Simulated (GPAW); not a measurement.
Crystal: Ru.

```
Ru
1.0
     2.70580    0.00000    0.00000
    -1.35290    2.34329    0.00000
     0.00000    0.00000    4.28190
Ru
2
Direct
  0.66667 0.33333 0.75000
  0.33333 0.66667 0.25000
```

* Program: GPAW 26.7.0
* Task: relaxation of cell and atoms
* Functional: PBEsol
* Dispersion: D3(BJ)+ATM
* Potentials or basis: PAW data sets generated in the run's folder for this functional
* Cutoff: 600 eV
* Basis: pw
* k mesh: 8 × 8 × 5
* Occupations: fermi-dirac, width 0.05 eV
* Spin: no spin polarisation

At the start: pressure -12.8 GPa; volume 13.57 Å³/atom.

Task: Where does the relaxation end?

Result: Over 4 steps the energy falls by 20.4 meV/atom and the volume is 13.06 Å³/atom (-3.8 %); space group P6_3/mmc (No. 194, to 0.05 Å).

Step by step:
```csv
step,energy change (eV),largest force (eV/Å),pressure (GPa),volume (Å³)
1,0.0000,0.0000,-12.80,27.15
2,-0.0346,0.0000,-5.40,26.53
3,-0.0407,0.0000,0.31,26.10
4,-0.0407,0.0000,-0.01,26.12
```

Final structure:
```xyz
2
Lattice="2.6720 0.0000 0.0000 -1.3360 2.3140 0.0000 0.0000 0.0000 4.2244" Properties=species:S:1:pos:R:3 pbc="T T T"
Ru    1.3360    0.7713    3.1683
Ru    0.0000    1.5427    1.0561
```

Caveat: later steps reuse the first step's grids; pairwise dispersion overbinds metals, which lowers pressure and volume.
